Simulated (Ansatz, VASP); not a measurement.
Cu in VASP and in Ansatz

```
CELL_PARAMETERS angstrom
-1.41334 1.41334 1.34799
1.41334 -1.41334 1.34799
1.41334 1.41334 -1.34799
ATOMIC_POSITIONS crystal
Cu 0.00000 0.00000 0.00000
```

Change from the starting cell: volume scaled by 0.94.

Alike in both runs: task single point; functional r2SCAN; k mesh 13 × 13 × 13; occupations fermi-dirac, width 0.05 eV; no spin polarisation.

```csv
,VASP,Ansatz
version,VASP 6.6.1,Ansatz 0.2.0
potentials or method,"VASP PAW PBE potentials, release 64 (Cu)",Ansatz PAW
plane-wave cutoff (eV),520,500
valence electrons in the cell,11,19
```

Ansatz gave:

```
gap on the k mesh at the Fermi level (eV)       : none
pressure (GPa)                                  : 12.0
largest component of the traceless stress (GPa) : 0.51
```

Problem. Which values does VASP return?

Solution. gap on the k mesh at the Fermi level (eV): none; pressure (GPa): 12.8; largest component of the traceless stress (GPa): 0.41.

A gap of «none» marks a metal or a gap that the smearing closes. With one functional, cell and mesh, what is left measures potentials, basis and numerics. The two sets of potentials don't hold the same shells in valence.

Caveats: the PAW data sets were made with another functional, which shifts forces and pressure a little (VASP); the PAW data sets come from PBE, with cores solved anew for the run's functional, which leaves a small shift of forces and pressure (Ansatz).
